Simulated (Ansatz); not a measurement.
# C monolayer under biaxial strain in the plane of the sheet, part 2 of 2

Wanted: the shifts of the zone-centre modes of C monolayer with strain.

Ansatz 0.2.0; DFT PBEsol, scalar-relativistic, plane waves, PAW; PAW set soft_1.

So far. Step 3 (Tight relaxation): The forces vanish by symmetry, within the tolerances set.

## 4. Zone-centre response at rest

The force constants come from the linear response of the density to a displacement.

The modes at rest are the reference of the series.

File input.yaml:

```yaml
crystal:
  lattice:
    - [2.458648963, 0.0, 0.0]
    - [-1.2293244815, 2.1292524609, 0.0]
    - [0.0, 0.0, 23.8]
  atoms:
    - { symbol: C, position: [0.3333333333, 0.6666666667, 0.4201680672] }
    - { symbol: C, position: [0.6666666667, 0.3333333333, 0.4201680672] }
  periodic: [true, true, false]
kpoints:
  mp_grid: { grid: [24, 24, 1] }
hamiltonian:
  xc: pbesol
  pseudopotentials: { kind: paw, azcp: { folder: soft_1 }, xc_functional: pbe }
scf:
  occupations: { method: methfessel_paxton, width: 0.2 }
output:
  eigenvalues: true
phonons:
  method: dfpt
```

Launch:

```
ansatz run input.yaml --threads 4 --pin off --max-ram 16384MiB --backend cpu --events-out ev --progress --plain --runs-dir out
```

Numbers of over 12 decimals in the logs are rounded to 6 here.

Log:

```text
Warning: crystal.symmetry: narrowed to the stabiliser of the run's FFT grids — unitary ops 24 → 12. A phonons.method: dfpt run fills in the rows of the dynamical matrix that it does not solve by its symmetry operations, which is exact only for operations that map its FFT grids onto themselves: filled in by any other, the frequencies could depend on the order in which like atoms are typed, or, by more than the grids' own error, on where the crystal sits among the grids' points. Excluded: 12 operations. The run can therefore solve more perturbations, solve them on more k-points, or both, and cost more. [rest of the remark cut]
[...]
Crystal: 2 atoms, lattice volume = 124.595 Å³
Basis set: ecut = 420 eV, 2353 PW (Γ), exchange–correlation on 36×36×320 points (8 copies of the dense FFT grid, shifted against one another)
Bands: 8, of which v1, the nominal top of the filled ones, is band 4 counted from 1 (3 counted from 0)
Symmetry: 24 space group operations
k-points: 157 of 576 (irreducible under 2 space group operations, time reversal used)
[...]
SCF iter   1: F=—  HF=-494.537556 eV  |F-HF|=—  |Δ(HF+E_count)|=         —  Δρ=4.81e-2  dr2=2.60e0  ethr=3.10e-3  ⟨swp⟩=8.3  Hψ=13079  notcnv=0
[...]
SCF iter   8: F=-493.377946 eV  HF=-493.377946 eV  |F-HF|=1.80e-11  |Δ(HF+E_count)|=  1.99e-10  S|Δr|=    0.00e0  Δρ=2.66e-8  dr2=1.00e-12  ethr=1.00e-12  ⟨swp⟩=9.1  Hψ=7977  notcnv=0
SCF 1 converged in 8 iterations: F = -493.377946 eV  dr2 = 1.00e-12
[...]
DFPT response loops at Γ: preconditioner auto → none (partly filled bands, converged f_vac=0.822); β = 0.50; Broyden in place of MSR1
SCF converged after 8 iterations
[...]
Free energy (F): -493.377946 eV
[...]
Internal energy: -493.377555 eV  (E = F + TS)
E sigma→0 (E₀):  -493.377848 eV
Entropy (-TS):   -0.000391 eV (-0.196 meV/atom)
Fermi energy:    -4.306064 eV
[...]
--- Band table (eV; the first three rows and the last of 157) ---
[...]
° read free of the cell's end (the report's vacuum.weakly_bound_levels)
--- Phonons (Γ-DFPT): 2 representative perturbations + reference, on 157 of 576 k-points (Σ response iterations 9) ---
  ASR residual: 3.333e-5 → 0.000e0 eV/Å²; symmetrization residual: 1.661e-6 eV/Å²
  The last average, over the group as it would stand without the narrowing to the FFT grids, took up to 3.553e-14 eV/Å² of the zone centre's force constants
  ASR residual per site (eV/Å²): 3.33e-5 3.33e-5
  Γ frequencies (cm⁻¹): 0.00 0.00 0.00 877.59 1553.56 1553.56
  non-analytic LO–TO correction: not included (Born effective charges unavailable; polar crystals: no LO–TO splitting at Γ)
```

It took 13 s on 4 threads of Arm Neoverse V1, shared host; peak memory 0.71 GiB.

Numbers from this step:

* sum-rule residual before enforcement: 3.33e-5 eV/Å²
* point group: 6/mmm
* highest optical mode at the zone centre (no LO-TO term): 1554 cm⁻¹
* lowest optical zone-centre mode: 877.6 cm⁻¹

Patterns of degenerate modes are one choice out of their space. Modes at Γ:

```csv
mode,frequency (cm⁻¹),symmetry
1,0.0,acoustic
2,0.0,acoustic
3,0.0,acoustic
4,877.6,B1g
5,1553.6,E2g
6,1553.6,E2g
```

Displacements in mode 4 (877.6 cm⁻¹), the largest set to 1:
```
C1   0.00  0.00 -1.00
C2   0.00  0.00  1.00
```

Displacements in mode 6 (1553.6 cm⁻¹), the largest set to 1:
```
C1   1.00  0.00  0.00
C2  -1.00  0.00  0.00
```

Before it was imposed, the acoustic sum rule was missed by 3.3e-5 eV/Å². Small misses are needed for a sound result but don't prove that mesh and cutoff are converged. The lowest optical mode is real, 878 cm⁻¹.

## 5. Ground state of a member: biaxial strain of +5 % in the plane of the sheet

The cell takes a biaxial strain of +5 % in the plane of the sheet. The cell is held, and symmetry fixes the atoms.

input.yaml, the sections that differ from step 4:

```yaml
crystal:
  lattice:
    - [2.581581411, 0.0, 0.0]
    - [-1.2907907055, 2.2357150839, 0.0]
    - [0.0, 0.0, 23.8]
  atoms:
    - { symbol: C, position: [0.3333333333, 0.6666666667, 0.4201680672] }
    - { symbol: C, position: [0.6666666667, 0.3333333333, 0.4201680672] }
  periodic: [true, true, false]
output:
  forces: true
  stress: true
  eigenvalues: true
# kpoints, hamiltonian, scf: as in step 4
# phonons: removed
```

Log:

```text
[...]
Crystal: 2 atoms, lattice volume = 137.366 Å³
Basis set: ecut = 420 eV, 2761 PW (Γ), exchange–correlation on 36×36×320 points (8 copies of the dense FFT grid, shifted against one another)
Bands: 8, of which v1, the nominal top of the filled ones, is band 4 counted from 1 (3 counted from 0)
Symmetry: 24 space group operations
[...]
k-points: 61 of 576
[...]
SCF iter   1: F=—  HF=-493.785063 eV  |F-HF|=—  |Δ(HF+E_count)|=         —  Δρ=3.77e-2  dr2=1.69e0  ethr=3.10e-3  ⟨swp⟩=8.2  Hψ=5014  notcnv=0
[...]
SCF iter   6: F=-493.072718 eV  HF=-493.072718 eV  |F-HF|=1.20e-9  |Δ(HF+E_count)|=   1.35e-7  S|Δr|=    0.00e0  Δρ=3.50e-7  dr2=1.45e-10  ethr=4.04e-10  ⟨swp⟩=5.4  Hψ=2834  notcnv=0
SCF 1 converged in 6 iterations: F = -493.072718 eV  dr2 = 1.45e-10
[...]
SCF converged after 6 iterations
[...]
Free energy (F): -493.072718 eV
[...]
Internal energy: -493.072332 eV  (E = F + TS)
E sigma→0 (E₀):  -493.072621 eV
Entropy (-TS):   -0.000386 eV (-0.193 meV/atom)
Fermi energy:    -4.696151 eV
[...]
--- 2D stress c σ (N/m, compression-positive) ---
      -16.683643      -0.000000       0.000000
        0.000000     -16.683643       0.000000
        0.000000       0.000000       0.000000
  P = ½ c Tr σ = -16.6836 N/m
--- Band table (eV; the first three rows and the last of 61) ---
[...]
° read free of the cell's end (the report's vacuum.weakly_bound_levels)
```

Elapsed: 2.5 s, on 4 threads; peak memory 0.39 GiB; 7.6 s of CPU time.

This step gave:

| Item | Value |
| --- | --- |
| area per atom | 2.886 Å² |

The forces vanish by symmetry.

## 6. Zone-centre modes of the member: biaxial strain of +5 % in the plane of the sheet

The zone-centre modes follow for biaxial strain of +5 % in the plane of the sheet.

Edit input.yaml of step 5 so:

```diff
@@ -17,4 +17,4 @@
 output:
-  forces: true
-  stress: true
   eigenvalues: true
+phonons:
+  method: dfpt
```

Log:

```text
[...]
Crystal: 2 atoms, lattice volume = 137.366 Å³
Basis set: ecut = 420 eV, 2761 PW (Γ), exchange–correlation on 36×36×320 points (8 copies of the dense FFT grid, shifted against one another)
Bands: 8, of which v1, the nominal top of the filled ones, is band 4 counted from 1 (3 counted from 0)
Symmetry: 24 space group operations
k-points: 157 of 576 (irreducible under 2 space group operations, time reversal used)
[...]
SCF iter   1: F=—  HF=-493.785000 eV  |F-HF|=—  |Δ(HF+E_count)|=         —  Δρ=3.77e-2  dr2=1.69e0  ethr=3.10e-3  ⟨swp⟩=8.1  Hψ=12937  notcnv=0
[...]
SCF iter   7: F=-493.072718 eV  HF=-493.072718 eV  |F-HF|=1.27e-11  |Δ(HF+E_count)|=   1.22e-9  S|Δr|=    0.00e0  Δρ=5.11e-8  dr2=2.44e-12  ethr=1.00e-12  ⟨swp⟩=15.3  Hψ=13629  notcnv=0
SCF 1 converged in 7 iterations: F = -493.072718 eV  dr2 = 2.44e-12
[...]
SCF converged after 7 iterations
[...]
Free energy (F): -493.072718 eV
[...]
Internal energy: -493.072332 eV  (E = F + TS)
E sigma→0 (E₀):  -493.072621 eV
Entropy (-TS):   -0.000386 eV (-0.193 meV/atom)
Fermi energy:    -4.696129 eV
[...]
--- Band table (eV; the first three rows and the last of 157) ---
[...]
° read free of the cell's end (the report's vacuum.weakly_bound_levels)
[...]
ASR residual: 4.154e-5 → 0.000e0 eV/Å²; symmetrization residual: 3.447e-6 eV/Å²
[...]
ASR residual per site (eV/Å²): 4.15e-5 4.15e-5
  Γ frequencies (cm⁻¹): 0.00 0.00 0.00 869.78 1278.44 1278.44
[...]
```

Run time: 15 s. Hardware: 4 threads; peak memory 0.74 GiB; 52 s of CPU time.

Numbers from this step:

| Item | Value |
| --- | --- |
| sum-rule residual before enforcement | 4.15e-5 eV/Å² |
| highest optical mode at the zone centre (no LO-TO term) | 1278 cm⁻¹ |
| lowest optical zone-centre mode | 869.8 cm⁻¹ |

Patterns of degenerate modes are one choice out of their space. Modes at Γ:

```csv
mode,frequency (cm⁻¹),symmetry
1,0.0,acoustic
2,0.0,acoustic
3,0.0,acoustic
4,869.8,B1g
5,1278.4,E2g
6,1278.4,E2g
```

Displacements in mode 4 (869.8 cm⁻¹), the largest set to 1:
```
C1   0.00  0.00  1.00
C2   0.00  0.00 -1.00
```

Displacements in mode 6 (1278.4 cm⁻¹), the largest set to 1:
```
C1   1.00  0.00  0.00
C2  -1.00  0.00  0.00
```

The lowest optical mode is real, 870 cm⁻¹, and the highest lies at 1278.4 cm⁻¹.

Between step 4 and this run (strain 5 %) the value for the highest optical mode at the zone centre (no LO-TO term) moves from 1554 cm⁻¹ to 1278 cm⁻¹ (-18 %).

## 7. Ground state of a member: biaxial strain of -3 % in the plane of the sheet

The cell takes a biaxial strain of -3 % in the plane of the sheet. The cell is held, and symmetry fixes the atoms.

input.yaml, the sections that differ from step 6:

```yaml
crystal:
  lattice:
    - [2.3848894941, 0.0, 0.0]
    - [-1.192444747, 2.0653748871, 0.0]
    - [0.0, 0.0, 23.8]
  atoms:
    - { symbol: C, position: [0.3333333333, 0.6666666667, 0.4201680672] }
    - { symbol: C, position: [0.6666666667, 0.3333333333, 0.4201680672] }
  periodic: [true, true, false]
output:
  forces: true
  stress: true
  eigenvalues: true
# kpoints, hamiltonian, scf: as in step 6
# phonons: removed
```

Log:

```text
[...]
Crystal: 2 atoms, lattice volume = 117.231 Å³
Basis set: ecut = 420 eV, 2191 PW (Γ), exchange–correlation on 32×32×320 points (8 copies of the dense FFT grid, shifted against one another)
Bands: 8, of which v1, the nominal top of the filled ones, is band 4 counted from 1 (3 counted from 0)
Symmetry: 24 space group operations
[...]
k-points: 61 of 576
[...]
Entropy (-TS):   -0.000392 eV (-0.196 meV/atom)
Fermi energy:    -4.033861 eV
[...]
--- 2D stress c σ (N/m, compression-positive) ---
       14.706078      -0.000000       0.000000
       -0.000000      14.706078       0.000000
        0.000000       0.000000       0.000000
  P = ½ c Tr σ = 14.7061 N/m
--- Band table (eV; the first three rows and the last of 61) ---
[...]
° read free of the cell's end (the report's vacuum.weakly_bound_levels)
[key lines of the parts left out:]
SCF converged after 6 iterations
Free energy (F): -493.243340 eV
```

Elapsed: 2 s, on 4 threads; peak memory 0.37 GiB; 6.6 s of CPU time.

This step gave:

```
area per atom : 2.463 Å²
```

The forces vanish by symmetry.

## 8. Zone-centre modes of the member: biaxial strain of -3 % in the plane of the sheet

The zone-centre modes follow for biaxial strain of -3 % in the plane of the sheet.

Edit input.yaml of step 7 so:

```diff
@@ -17,4 +17,4 @@
 output:
-  forces: true
-  stress: true
   eigenvalues: true
+phonons:
+  method: dfpt
```

Log:

```text
[...]
Crystal: 2 atoms, lattice volume = 117.231 Å³
Basis set: ecut = 420 eV, 2191 PW (Γ), exchange–correlation on 32×32×320 points (8 copies of the dense FFT grid, shifted against one another)
Bands: 8, of which v1, the nominal top of the filled ones, is band 4 counted from 1 (3 counted from 0)
Symmetry: 24 space group operations
[...]
Entropy (-TS):   -0.000392 eV (-0.196 meV/atom)
Fermi energy:    -4.033661 eV
[...]
--- Band table (eV; the first three rows and the last of 157) ---
[...]
° read free of the cell's end (the report's vacuum.weakly_bound_levels)
[...]
ASR residual: 5.588e-5 → 0.000e0 eV/Å²; symmetrization residual: 3.803e-7 eV/Å²
[...]
ASR residual per site (eV/Å²): 5.59e-5 5.59e-5
  Γ frequencies (cm⁻¹): 0.00 0.00 0.00 862.91 1737.83 1737.83
[...]
[key lines of the parts left out:]
SCF converged after 8 iterations
Free energy (F): -493.243340 eV
```

Wall time 12 s (4 threads); peak memory 0.67 GiB; 42 s of CPU time.

Numbers from this step:

- sum-rule residual before enforcement: 5.59e-5 eV/Å²
- highest optical mode at the zone centre (no LO-TO term): 1738 cm⁻¹
- lowest optical zone-centre mode: 862.9 cm⁻¹

Patterns of degenerate modes are one choice out of their space. Modes at Γ:

```csv
mode,frequency (cm⁻¹),symmetry
1,0.0,acoustic
2,0.0,acoustic
3,0.0,acoustic
4,862.9,B1g
5,1737.8,E2g
6,1737.8,E2g
```

Displacements in mode 4 (862.9 cm⁻¹), the largest set to 1:
```
C1   0.00  0.00  1.00
C2   0.00  0.00 -1.00
```

Displacements in mode 5 (1737.8 cm⁻¹), the largest set to 1:
```
C1   1.00  0.00  0.00
C2  -1.00  0.00  0.00
```

The lowest optical mode is real, 863 cm⁻¹, and the highest lies at 1737.8 cm⁻¹.

Between step 4 and this run (strain -3 %) the value for the highest optical mode at the zone centre (no LO-TO term) moves from 1554 cm⁻¹ to 1738 cm⁻¹ (+12 %).

## 9. All members side by side

The members are set side by side, also those not shown above.

Energies are extrapolated to zero smearing, and E0 is that at rest; the cell is clamped and the atoms are relaxed; all runs use 24×24×1 k points and Methfessel-Paxton smearing of 0.2 eV. State of the crystal along the series:

```csv
strain (%),E - E0 (meV/atom)
-3,67.3
-2,29.15
-1,7.108
0,0
1,6.749
2,26.33
3,57.77
4,100.1
5,152.6
```

Optical modes are counted from below at rest and tracked from member to member by their patterns, and modes that stay within 0.3 cm⁻¹ of each other stand once; labels, where given, are those at rest; the cell is clamped and the atoms are relaxed; all runs use 24×24×1 k points and Methfessel-Paxton smearing of 0.2 eV. Optical modes along the series:

```csv
strain (%),optical mode 1 B1g (cm⁻¹),optical mode 2 E2g (cm⁻¹)
-3,862.9,1738
-2,869.8,1675
-1,874.6,1613
0,877.6,1554
1,878.9,1495
2,878.6,1439
3,876.9,1384
4,873.9,1330
5,869.8,1278
```

Value and slope at zero strain of a cubic (a lower polynomial where under five rows exist) through the rows within 2 % of rest. Slopes at rest:

```csv
mode,frequency (cm⁻¹),shift per percent of strain (cm⁻¹)
optical mode 1 B1g,877.6,2.09
optical mode 2 E2g,1554,-58.9
```

## 10. What came out

```
members                                                          : 9
highest optical mode at the zone centre (no LO-TO term), at rest : 1554 cm⁻¹
optical mode 1 B1g, shift per percent                            : 2.09 cm⁻¹
optical mode 2 E2g, shift per percent                            : -58.90 cm⁻¹
```

Within 2 % of rest optical mode 1 B1g bends away from a straight line, so a single slope holds only near rest. The fastest shift in the table of slopes is -58.9 cm⁻¹ for each percent (optical mode 2 E2g). These are harmonic frequencies at zero temperature: anharmonic shifts, linewidths and thermal expansion are left out. With no gap, or one that is small against the smearing, the frequencies hang on the k mesh and the smearing, most of all near Kohn anomalies. The starting cell was built on a prototype and not taken from a measurement. The PAW files were made for PBE; the program adapts parts of them to the functional of the run, but their partial waves stay those of PBE, an approximation that was not tested in this session. Only the zone centre was solved, so an instability at another wavevector cannot show here.

[Logs are printed without paths, hosts, clocks, repeated set-up lines and the standing remarks that a program may print on its own settings, such as how far it seeks lower states.]

[Hosts, paths, dates, database ids (printed as entryN), source tags and the programs' standing remarks are cut or masked in the printed files.]
